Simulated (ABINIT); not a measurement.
The system is BN.

```
CELL_PARAMETERS angstrom
0.00000 1.81300 1.81300
1.81300 0.00000 1.81300
1.81300 1.81300 0.00000
ATOMIC_POSITIONS crystal
N 0.25000 0.25000 0.25000
B 0.00000 0.00000 0.00000
```

The cell is a database's computed one.

Program: ABINIT 10.8.3 (patched build). Alike in all runs: task single point; potentials or basis JTH PAW PBE v2.0; no spin polarisation; cell as given; k mesh 13 × 13 × 13; cutoff (eV) 844; smearing fermi-dirac 0.05 eV.

Problem. Order these runs on this cell by their pressure, lowest first.
A. level PBEsol
B. level SCAN
C. level r2SCAN
D. level RPBE
E. level LDA

Solution. E (-13.6 GPa), A (-6.2 GPa), B (-4.5 GPa), C (-2.6 GPa), D (5.1 GPa).

Caveats: the PAW data sets were made with another functional, which shifts forces and pressure a little.

Runs at the PBE level aren't shown here.
